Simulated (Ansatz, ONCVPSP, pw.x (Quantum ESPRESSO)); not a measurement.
**pw.x on bcc Ni: one setting changed**

Potential: optimised norm-conserving Vanderbilt (ONCV), ONCVPSP 4.0.1.1 (patched build), PBE; core [Ar], reference 3d8 4s2; waves: 4s: rc 2.76 bohr, ncon 3, nbas 6, qcut 3.5 1/bohr, 2 projectors, debl 3.8 Ha; p scattering state at 0.14 Ha: rc 2.90 bohr, ncon 4, nbas 7, qcut 3.5 1/bohr, 2 projectors, debl 2.6 Ha; 3d: rc 1.94 bohr, ncon 4, nbas 8, qcut 9.5 1/bohr, 3 projectors, debl 3.9 Ha; local part: polynomial inside 1.26 bohr (lpopt 5, dvloc0 3 Ha); core correction: none. In the p channel the program set the typed energies aside and used 0.050, 2.650 Ha.

The reference run (k-mesh 16³, cutoffs 85/340 Ry, Fermi–Dirac 0.01 Ry, mixing_beta 0.4, conv_thr 1e-9, no spin) gives -0.15 GPa at 10.983 Å³/atom, where all-electron LAPW gives -0.48 GPa. This run, with its own iteration cap, changes mixing_beta to 0.2.

```
&control
  calculation='scf', prefix='x', pseudo_dir='./', outdir='./tmp', tstress=.true., disk_io='none'
/
&system
  ibrav=0, nat=1, ntyp=1, ecutwfc=85, ecutrho=340, nbnd=12,
  occupations='smearing', smearing='fd', degauss=0.01
/
&electrons
  conv_thr=1e-09, mixing_beta=0.2, electron_maxstep=60
/
ATOMIC_SPECIES
Ni 1.0 Ni.UPF
CELL_PARAMETERS angstrom
  -1.40029756 1.40029756 1.40029756
  1.40029756 -1.40029756 1.40029756
  1.40029756 1.40029756 -1.40029756
ATOMIC_POSITIONS crystal
Ni 0.0000 0.0000 0.0000
K_POINTS automatic
16 16 16 0 0 0
```

```bash
pw.x < Ni.scf.in > Ni.scf.out
```

Task: How does the run end?

Result: It converges in 9 iterations; the free energy moves by +0.0 meV/atom and the pressure by +0.01 GPa. The result is that of the reference run.

```
Message from routine setup:
     using ibrav=0 with symmetry is DISCOURAGED, use correct ibrav instead
     lattice parameter (alat)  =       4.5833  a.u.
     unit-cell volume          =      74.1170 (a.u.)^3
     number of electrons       =        10.00
     number of Kohn-Sham states=           12
     kinetic-energy cutoff     =      85.0000  Ry
     charge density cutoff     =     340.0000  Ry
     scf convergence threshold =      1.0E-09
     Exchange-correlation= PBE
     number of k points=   145  Fermi-Dirac smearing, width (Ry)=  0.0100
     iteration #  1     ecut=    85.00 Ry     beta= 0.20
     total energy              =     -70.11883195 Ry
     estimated scf accuracy    <       0.00584873 Ry
     iteration #  2     ecut=    85.00 Ry     beta= 0.20
     total energy              =     -70.11910072 Ry
     estimated scf accuracy    <       0.00155248 Ry
     iteration #  3     ecut=    85.00 Ry     beta= 0.20
     total energy              =     -70.11931642 Ry
     estimated scf accuracy    <       0.00055957 Ry
     [... 3 iterations left out ...]
     iteration #  7     ecut=    85.00 Ry     beta= 0.20
     total energy              =     -70.11933902 Ry
     estimated scf accuracy    <       0.00000009 Ry
     iteration #  8     ecut=    85.00 Ry     beta= 0.20
     total energy              =     -70.11933909 Ry
     estimated scf accuracy    <       0.00000003 Ry
     iteration #  9     ecut=    85.00 Ry     beta= 0.20
     the Fermi energy is    14.2352 ev
!    total energy              =     -70.11933909 Ry
     estimated scf accuracy    <          1.1E-10 Ry
     smearing contrib. (-TS)   =      -0.00890382 Ry
     The total energy is F=E-TS. E is the sum of the following terms:
     one-electron contribution =      -2.96268270 Ry
     hartree contribution      =      13.97157118 Ry
     xc contribution           =     -12.35538880 Ry
     ewald contribution        =     -68.76393495 Ry
     convergence has been achieved in   9 iterations
          total   stress  (Ry/bohr**3)                   (kbar)     P=       -1.47
     Message from routine punch:
     Nothing written, as per user request (disk_io='none')
```

The run took about 46 s on one core of a shared host (Neoverse-N1, 64 threads, 124 GiB, load 58).
